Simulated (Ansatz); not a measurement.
An Ansatz input:

```yaml
crystal:
  lattice:
    - [-3.318, 3.318, 3.318]
    - [3.318, -3.318, 3.318]
    - [3.318, 3.318, -3.318]
  atoms:
    - { symbol: Si, position: [0.2006, 0.2006, 0.2006] }
    - { symbol: Si, position: [0.5, 0.0, 0.2994] }
    - { symbol: Si, position: [0.2994, 0.5, 0.0] }
    - { symbol: Si, position: [0.0, 0.2994, 0.5] }
    - { symbol: Si, position: [0.7994, 0.7994, 0.7994] }
    - { symbol: Si, position: [0.5, 0.0, 0.7006] }
    - { symbol: Si, position: [0.7006, 0.5, 0.0] }
    - { symbol: Si, position: [0.0, 0.7006, 0.5] }
hamiltonian:
  xc: revpbe
  pseudopotentials:
    kind: paw
    azcp:
      Si: "pseudopotentials/Si.paw.azcp"
basis:
  ecutwfc: 420
  fft_grid_basis: typed
kpoints:
  mp_grid: { grid: [4, 4, 4], shift: [0, 0, 0] }
magnetization:
  spin_polarized: false
scf:
  occupations: { method: fermi_dirac, width: 0.05 }
relax:
  max_steps: 60
  f_tol: 0.01
  cell: {}
```

Terminal output

```
Engine: ansatz 0.2.0, aarch64-unknown-linux-gnu
Pseudopotentials: kind: paw
Pseudopotential: Si, paw, valence charge 4, recommended cutoff 420 eV (normal) 
Functional definition: revPBE
  parameter kappa = 1.245
  parameter beta = 0.06672455060314922
  exchange = pbe_x(kappa = kappa, mu = beta*pi^2/3)
  correlation = pbe_c(beta = beta)
Crystal: 8 atoms, lattice volume = 146.113 Å³
Basis set: ecut = 420 eV, 2899 PW (Γ), exchange–correlation on 80×80×80 points (8 copies of the dense FFT grid, shifted against one another)
Bands: 24, of which v1, the nominal top of the filled ones, is band 16 counted from 1 (15 counted from 0)
Symmetry: 24 space group operations
Space group: Ia-3 (ITA 206), of the structure as read, at distance tolerance 5.3e-5 Å
k-points: 8 of 64
Non-local potential: Si, projectors of the file, l = 0: 2, l = 1: 2, l = 2: 2
PAW form: soft (Blöchl's): semilocal exchange-correlation on the pseudo side does not see the compensation charge
PAW frozen core: Si, regenerated for the run's functional, and the local potential with it (the file was generated under x = pbe(κ = 0.804, μ = 0.2195149727645171), c = pbe(β = 0.06672455060314922))
PAW one-centre angular grid: Si, 110 points (default); XC on 64 Gauss nodes
Initial density: superposition of atomic densities (neutral atoms: chi_scale 0, normalization atom), corrected by the library's trained network
Initial wavefunctions: pseudopotential atomic-orbital guess
Functional: x = revpbe(κ = 1.245, μ = 0.2195149727645171), c = pbe(β = 0.06672455060314922)
SCF iter   1: F=—  HF=-5102.865557 eV  |F-HF|=—  |Δ(HF+E_count)|=         —  Δρ=2.46e-3  dr2=9.46e-3  ethr=1.77e-3  ⟨swp⟩=7.6  Hψ=1139  notcnv=0  defer=1
SCF iter   2: F=—  HF=-5102.865593 eV  |F-HF|=—  |Δ(HF+E_count)|=   3.53e-5  Δρ=1.42e-3  dr2=3.20e-3  ethr=2.96e-5  ⟨swp⟩=1.8  Hψ=310  notcnv=0  defer=2
SCF iter   3: F=—  HF=-5102.865360 eV  |F-HF|=—  |Δ(HF+E_count)|=   2.33e-4  Δρ=1.81e-4  dr2=5.04e-5  ethr=1.00e-5  ⟨swp⟩=2.8  Hψ=292  notcnv=0  defer=2
SCF iter   4: F=—  HF=-5102.865296 eV  |F-HF|=—  |Δ(HF+E_count)|=   6.32e-5  Δρ=5.10e-5  dr2=6.44e-6  ethr=1.58e-7  ⟨swp⟩=2.2  Hψ=322  notcnv=0  defer=2
SCF iter   5: F=—  HF=-5102.865296 eV  |F-HF|=—  |Δ(HF+E_count)|=   3.82e-7  Δρ=1.49e-5  dr2=6.44e-7  ethr=2.01e-8  ⟨swp⟩=2.2  Hψ=295  notcnv=0  defer=2
SCF iter   6: F=-5102.865296 eV  HF=-5102.865296 eV  |F-HF|=8.07e-10  |Δ(HF+E_count)|=   1.06e-7  Δρ=1.50e-6  dr2=5.14e-9  ethr=3.13e-10  ⟨swp⟩=4.4  Hψ=617  notcnv=0
SCF 1 converged in 6 iterations: F = -5102.865296 eV  dr2 = 5.14e-9
relax step   1: F+E_penalty+E_count = -5102.86529601 eV  Δ(F+E_penalty+E_count) = +0.000e0 eV  max|allowed force component| = 1.823e-1 eV/Å  Δτ_max = 0.0000 Å  P = +2.736 GPa  Ω = 146.113 Å³  (6 SCF iters, dr2 threshold 1.00e-7 eV, accepted)
...
SCF iter   2: F=—  HF=-5102.907674 eV  |F-HF|=—  |Δ(HF+E_count)|=   4.87e-5  Δρ=6.83e-6  dr2=5.94e-9  ethr=6.08e-11  ⟨swp⟩=2.1  Hψ=340  notcnv=0
SCF iter   3: F=—  HF=-5102.907675 eV  |F-HF|=—  |Δ(HF+E_count)|=   2.21e-7  Δρ=6.79e-7  dr2=2.16e-10  ethr=1.86e-11  ⟨swp⟩=2.0  Hψ=322  notcnv=0
SCF iter   4: F=-5102.907675 eV  HF=-5102.907675 eV  |F-HF|=1.36e-11  |Δ(HF+E_count)|=   1.52e-9  Δρ=1.86e-7  dr2=5.31e-11  ethr=1.00e-12  ⟨swp⟩=4.0  Hψ=613  notcnv=0
SCF 5 converged in 4 iterations: F = -5102.907675 eV  dr2 = 5.31e-11
relax step   5: F+E_penalty+E_count = -5102.90767464 eV  Δ(F+E_penalty+E_count) = -4.140e-4 eV  max|allowed force component| = 1.142e-4 eV/Å  Δτ_max = 0.0000 Å  P = +0.002 GPa  Ω = 149.469 Å³  stress off target by 1.88e-3 GPa  SCF on the basis re-selected at this cell (its energy is not comparable with the rows above)  (4 SCF iters)
basis re-selected at this cell: Δ(F+E_penalty+E_count) = -4.140e-4 eV, ΔP = +0.006 GPa vs the last step (what re-selecting the basis moved, of the pressure what is left beyond the Pulay correction that the steps carried, after the strain that the cell walked since its last selection, with what the two solves' SCF thresholds leave and, on support functions, any second-order correction that the steps lacked; it is no measure of the basis error at this ecutwfc). This SCF's stress stands 1.88e-3 GPa from its target on what of the cell is left free (relax.cell.stress_tol is 5.00e-2 GPa) and its largest allowed force component is 1.14e-4 eV/Å (relax.f_tol is 1.00e-2 eV/Å): within both
SCF converged after 4 iterations
Free energy (F): -5102.907675 eV
Harris-Foulkes:  -5102.907675 eV  (|F-HF|=1.36e-11)
Internal energy: -5102.899725 eV  (E = F + TS)
E sigma→0 (E₀):  -5102.903700 eV
Entropy (-TS):   -0.007949 eV (-0.994 meV/atom)
Fermi energy:    7.493828 eV
--- Per-component energies (eV) ---
  E_band       = 65.246698
  E_kinetic    = 319.250589
  E_local      = -144.033305  (includes V_loc(G=0)·N_el)
  E_nonlocal   = 202.160772
  E_hartree    = 38.469429
  E_xc         = -440.773981
  E_vxc        = -371.913213  (∫ρ·V_xc dr)
  E_paw        = -4118.143762  (= ΣΔE_a)
  E_vpaw       = -17.157115  (= ΣTr[D̂ρ^β])
  E_aug_tail   = 0.000053  (compensation charges beyond the density's cutoff)
  E_ewald      = -959.677796
  E_core_change = -0.151723  (= ΣΔE_core)
  E_smearing   = -0.007949  (= −TS)
  E_closure    = 0.000000  (closes the sum)
  Σ components = -5102.907675   (vs F -5102.907675, Δ=0.00e0)
--- Forces (eV/Å), atoms counted from 1 ---
  atom   1  Si     0.00011417     0.00011417     0.00011417
  atom   2  Si    -0.00011417    -0.00011417     0.00011417
  atom   3  Si     0.00011417    -0.00011417    -0.00011417
  atom   4  Si    -0.00011417     0.00011417    -0.00011417
  atom   5  Si    -0.00011417    -0.00011417    -0.00011417
  atom   6  Si     0.00011417     0.00011417    -0.00011417
  atom   7  Si    -0.00011417     0.00011417     0.00011417
  atom   8  Si     0.00011417    -0.00011417     0.00011417
  max |Σ_I F_I| component: 4.51e-17 eV/Å
--- Stress (GPa, compression-positive) ---
        0.001882       0.000000       0.000000
        0.000000       0.001882      -0.000000
       -0.000000      -0.000000       0.001882
  P = ⅓ Tr σ = 0.0019 GPa (0.019 kbar)
--- Relaxed structure (4 steps of the walk, 4 accepted, 1 SCFs on fresh bases) ---
  F+E_penalty+E_count = -5102.90767464 eV   max|allowed force component| = 1.142e-4 eV/Å   (the final SCF, on the basis selected at the relaxed cell)
  cell:  # Å, volume = 149.4690 Å³
    - [-3.3432103937736417, 3.3432103937736417, 3.3432103937736417]
    - [3.3432103937736417, -3.3432103937736417, 3.3432103937736417]
    - [3.3432103937736417, 3.3432103937736417, -3.3432103937736417]
  atoms:
    - { symbol: Si, position: [0.20264140376348275, 0.20264140376348275, 0.20264140376348275] }
    - { symbol: Si, position: [0.5000000000000001, 0.0, 0.2973585962365174] }
    - { symbol: Si, position: [0.2973585962365174, 0.5000000000000001, 0.0] }
    - { symbol: Si, position: [0.0, 0.2973585962365174, 0.5000000000000001] }
    - { symbol: Si, position: [0.7973585962365175, 0.7973585962365175, 0.7973585962365175] }
    - { symbol: Si, position: [0.5, 0.0, 0.7026414037634827] }
    - { symbol: Si, position: [0.7026414037634827, 0.5, 0.0] }
    - { symbol: Si, position: [0.0, 0.7026414037634827, 0.5] }
```

Launched by

```sh
ansatz run input.yaml --threads 4 --pin off --max-ram 8192MiB --backend cpu --events-out ev --progress --plain --runs-dir out
```

On 4 threads of Arm Neoverse N1 (shared host) this took about 4.1 s of wall time and 14 s of CPU time, with 0.43 GiB at the peak.
